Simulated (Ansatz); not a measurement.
The system is WC.

```
CELL_PARAMETERS angstrom
0.00000 2.19268 2.19268
2.19268 0.00000 2.19268
2.19268 2.19268 0.00000
ATOMIC_POSITIONS crystal
W 0.00000 0.00000 0.00000
C 0.50000 0.50000 0.50000
```

Measurements of this composition are mostly on another form, of space group No. 187.

| Item | Value |
| --- | --- |
| Program | Ansatz 0.2.0 |
| Task | single point |
| Functional | PBE |
| Potentials or basis | Ansatz PAW |
| Cutoff | 420 eV (not typed: the program's choice for these potentials) |
| k mesh | 10 × 10 × 10 |
| Occupations | fermi-dirac, width 0.05 eV |
| Spin | no spin polarisation |

On this cell: pressure -1.5 GPa; largest force zero by symmetry; band gap on the k mesh none (metal or under the smearing width).

The same run follows on a disturbed copy (atoms moved at random, drawn with an rms of 0.05 Å):

```xyz
2
Lattice="0.0000 2.1927 2.1927 2.1927 0.0000 2.1927 2.1927 2.1927 0.0000" Properties=species:S:1:pos:R:3 pbc="T T T"
W    -0.0044   -0.0321   -0.0488
C     2.1767    2.2019    2.2440
```

Task: What changes?

Result: The energy (extrapolated to zero smearing) moves by +19.7 meV/atom; pressure 0.5 GPa; largest force 0.725 eV/Å; band gap on the k mesh none (metal or under the smearing width).

Forces in eV/Å, atoms in the order of the input:
```
W   -0.077  0.284  0.663
C    0.077 -0.283 -0.663
```

Stress tensor (GPa, compression positive):
```
-1.55 -0.02  0.00
-0.02 -0.73 -0.02
 0.00 -0.02  3.63
```
